# One crystal, many gaps: an examination question on GaN

## The question

Zinc-blende gallium nitride is calculated repeatedly with the same atoms in the same cell. What changes is the density functional, the approximate recipe for the exchange and correlation energy of the electrons. The potentials that stand in for the atomic cores change with it in some rows. "Gap on path" is the smallest energy difference between filled and empty bands along a path of wave vectors; "direct gap on path" is the smallest such difference at a single wave vector.

ABINIT 10.8.3 plane-wave Kohn–Sham DFT with pseudopotentials for zinc-blende GaN in a fixed two-atom cell (edges 3.187 Å), without spin polarisation or spin–orbit coupling. The wave cutoff is 1142.88 eV, the k mesh 10×10×10 and the Fermi–Dirac smearing width 0.05 eV. The band path is Γ–X–W–K–Γ–L–U–W–L–K.

```csv
functional,potentials,gap on path (eV),direct gap on path (eV)
LDA,PseudoDojo NC SR LDA v0.4.1 standard,1.770,1.770
PBEsol,PseudoDojo NC SR PBEsol v0.4.1 standard,1.705,1.705
RPBE,PseudoDojo NC SR PBE v0.4.1 standard,1.871,1.871
BLYP,PseudoDojo NC SR PBE v0.4.1 standard,1.813,1.813
AM05,PseudoDojo NC SR PBEsol v0.4.1 standard,1.745,1.745
HCTH407,PseudoDojo NC SR PBE v0.4.1 standard,2.161,2.161
LDA-Teter,PseudoDojo NC SR LDA v0.4.1 standard,1.769,1.769
LDA-VWN,PseudoDojo NC SR LDA v0.4.1 standard,1.771,1.771
OLYP,PseudoDojo NC SR PBE v0.4.1 standard,2.073,2.073
PW91,PseudoDojo NC SR PBE v0.4.1 standard,?,?
WC,PseudoDojo NC SR PBEsol v0.4.1 standard,?,?
rPW86PBE,PseudoDojo NC SR PBE v0.4.1 standard,?,?
```

(a) What can be learned from BLYP and OLYP, which share their correlation part and their potentials?

(b) Explain how exchange can alter a gap when no atom moves, and turn the explanation into a simple estimate.

(c) Predict the gaps for PW91, WC and rPW86PBE, each with a range. Then compare with the computed values and judge the reasoning as well as the numbers.

## Model answer

### (a) A comparison with one change

BLYP and OLYP differ only in their exchange part. The gap rises from 1.813 to 2.073 eV, by 0.260 eV. The form of the exchange functional therefore matters by itself, and by more than half of the 0.456 eV between the lowest and highest known gaps.

It doesn't follow that any correction for an uneven density widens the gap. LDA, which has no such correction, gives 1.770 eV, while PBEsol, which has one, gives 1.705 eV. The three LDA rows are versions of one functional and count as a single result. The useful question is thus how the correction is shaped, rather than whether there is one.

### (b) Why the shape matters

The gap of this crystal separates two kinds of electron state. The top of the valence band is mainly nitrogen 2p, concentrated around the nitrogen atoms. The bottom of the conduction band is s-like and more spread out. A change of potential that shifts both states equally leaves the gap alone; one that acts where only one of them is strong does not.

A particle in a one-dimensional box shows the same effect. Its lowest state is strongest at the centre, where the second state has a node. A small bump placed there lifts the lowest state more and narrows the spacing between the two. The analogy ends there: the bump is imposed from outside, whereas in GaN the potential depends on the electron density and the density readjusts.

In the functionals with a gradient correction, the exchange energy density is that of a uniform electron gas multiplied by a factor F(s). The number s measures how rapidly the density varies compared with the local electron wavelength. It is zero where the density is locally flat and large in thin, steep tails. For LDA, F is 1 everywhere.

The electrons feel the exchange potential, which is the change in exchange energy when a little density is added. Added density changes the gradients too, so the potential contains the slope and curvature of F as well as its value. Two functionals with similar values of F can therefore give different gaps.

Theory takes the argument this far, but it doesn't supply one number that fixes the gap. A simple trial measure is the bend of F:

bend = [F(2) − F(1)] − [F(1) − F(0)]

It compares the late rise of F, between s = 1 and s = 2, with the early rise, between s = 0 and s = 1. For BLYP the published exchange formula gives an early rise of about 0.18 and a late one of 0.29. For OLYP the figures are 0.11 and 0.43, so its F stays flat for longer and then climbs steeply.

No simple argument fixes the sign. One might say that moving an electron from the nitrogen 2p states into the spread-out state evens out the density, which costs exchange energy when F favours uneven density. But that would make every rise of F widen the gap, whereas the bend counts the early rise against it. The points s = 0, 1 and 2 are also an arbitrary choice. Near s = 0 the published formulas curve least for OLYP and HCTH407, the two rows with the widest gaps, and a dense crystal such as GaN is expected to hold very little density near s = 2. The bend is therefore a label that sorts these functionals, not a demonstrated cause.

The size of the effect is taken from BLYP, RPBE, OLYP and HCTH407, the four known rows with PBE potentials. A least-squares straight line through them is

gap ≈ 1.672 eV + 1.289 eV × bend

When each row in turn is left out and predicted from the other three, the typical error is about 0.02 eV relative to the computed gap. That is encouraging, but the measure was chosen with these gaps in view, and four points are few for a line. The line also ignores that the correlation part differs among these functionals. Nor can the bend register that OLYP and HCTH407 set F(0) slightly above 1, unlike BLYP and RPBE.

Outside its own group the line fails. It puts LDA about 0.10 eV too low and PBEsol about 0.09 eV too high, and so reverses their order. Those rows use other potentials, which may contribute, but that cause is untested. The line is therefore used below only for functionals run with PBE potentials.

### (c) The predictions

**PW91: 1.77 ± 0.05 eV, below both BLYP and RPBE.** Its F has a bend of 0.078, less than that of any row in the fit. The estimate is 1.672 + 1.289 × 0.078 ≈ 1.77 eV. A rough cross-check is the midpoint between PBEsol and RPBE, 1.79 eV, since PW91 exchange is of intermediate strength. The range is wider than the error within the fit because the prediction lies just beyond the fitted rows.

**WC: 1.725 ± 0.04 eV.** WC was run with PBEsol potentials, so the line is set aside. PBEsol and AM05 share those potentials and, like WC, were designed with solids in mind. The prediction is simply their mean, (1.705 + 1.745)/2. It rests on kinship and does not use the bend.

**rPW86PBE: 1.69 ± 0.10 eV, the lowest of the rows with PBE potentials.** Here F rises early, by about 0.22, and then by only 0.24, so the bend is close to zero. The line gives 1.672 + 1.289 × 0.016 ≈ 1.69 eV. This lies far outside the fitted bends, which start at 0.11, and the range is doubled for that reason.

The computed values are these:

The withheld rows as computed:

```csv
functional,potentials,gap on path (eV),direct gap on path (eV)
PW91,PseudoDojo NC SR PBE v0.4.1 standard,1.746,1.746
WC,PseudoDojo NC SR PBEsol v0.4.1 standard,1.694,1.694
rPW86PBE,PseudoDojo NC SR PBE v0.4.1 standard,1.758,1.758
```

PW91 comes out at 1.746 eV. The prediction is 0.03 eV too high, within its range, and the gap does lie below those of BLYP and RPBE. A short step beyond the fitted rows was safe at this level of accuracy.

WC comes out at 1.694 eV, so the prediction is again 0.03 eV too high and within its range. The computed gap lies below both of the relatives that were averaged. Kinship gave the right neighbourhood, but a mean assumes that the newcomer falls between its relatives, and nothing obliges it to.

rPW86PBE comes out at 1.758 eV, about 0.06 eV above the prediction. The value is inside the wide range, but the predicted order is wrong: PW91, not rPW86PBE, has the lowest gap among the rows with PBE potentials. An answer that reported three values within range and stopped there would hide the most instructive result.

## Remarks on the reasoning

The pair PW91 and rPW86PBE is a sharper test than either value alone. Both use the same potentials, and their correlation parts are known to be very similar, so exchange is again the main difference. The line put rPW86PBE lower by 0.08 eV; the calculation puts it higher by 0.01 eV. The bend has therefore failed to describe this change of exchange.

The two rises of F hint at what went wrong. PW91 and rPW86PBE have nearly the same late rise, about 0.25 and 0.24, and differ mainly in the early one. Their gaps are nearly the same too. It is tempting to conclude that the late rise governs the gap, but this is a guess made after the result and drawn from one pair.

The late rise alone would not settle the matter either. It is smaller for HCTH407 than for OLYP, about 0.38 against 0.43, yet HCTH407 has the larger gap. Its correlation part differs as well, so this pair cannot isolate the exchange. A better measure would weight F by how much of the electron density in GaN lies at each s, and by how differently the two band-edge states sample it.

What survives is a coarse rule for this crystal and these potentials. The two functionals whose F rises little at first and then climbs steeply, OLYP and HCTH407, have gaps above 2 eV. The other four with PBE potentials lie between 1.75 and 1.87 eV. OLYP and HCTH407 are also the only two of the six with F(0) above 1, which strengthens exchange at every density, so these rows cannot say whether the shape of F or its starting value sets the groups. The bend should not be trusted to order members within the lower group. A calculated quantity that does follow the gap through all six rows is the charge in the nitrogen sphere: 5.2293 electrons for PW91, 5.238 for rPW86PBE, 5.2439 for BLYP, 5.2518 for RPBE, 5.2821 for OLYP and 5.2931 for HCTH407. Among these six, wider gaps go with more charge held on nitrogen, but the link fails across the full set: LDA holds less there than PBEsol, 5.1932 against 5.2037 electrons, yet has the wider gap. It is a pattern seen in one group of results and not a means of predicting gaps.

The potentials set another limit. ABINIT warns that the AM05 functional differs from the one its potentials were made with. The same kind of mismatch is present for WC and for every row with PBE potentials, since none of them uses PBE itself. Its effect on the gaps is untested.

The order also belongs to this fixed cell. Among the nine functionals known at the start, the calculated pressure at this lattice constant runs from about −7 GPa for LDA to +11 GPa for BLYP, where a positive sign means that the crystal would expand if allowed. The gap of GaN is known to grow under compression. Letting each functional choose its own cell would therefore raise the LDA gap and lower the BLYP gap, by amounts that could rival the differences discussed here.

Two calculated gaps should be compared only after checking the functional, the potentials and the cell, because a difference of 0.2 eV between reports may come from the method rather than the material. The size of the gap is also a poor reason for choosing a functional. The measured gap is roughly 3 eV, a recalled figure, and every value in the tables lies well below it.

That shortfall is a known weakness of functionals of this type. Their band gap leaves out a jump in the exact exchange-correlation potential when an electron is added. They also place the gallium 3d states too high, which pushes up the top of the valence band. HCTH407 comes closest to experiment here, but this doesn't show that it describes GaN better overall.
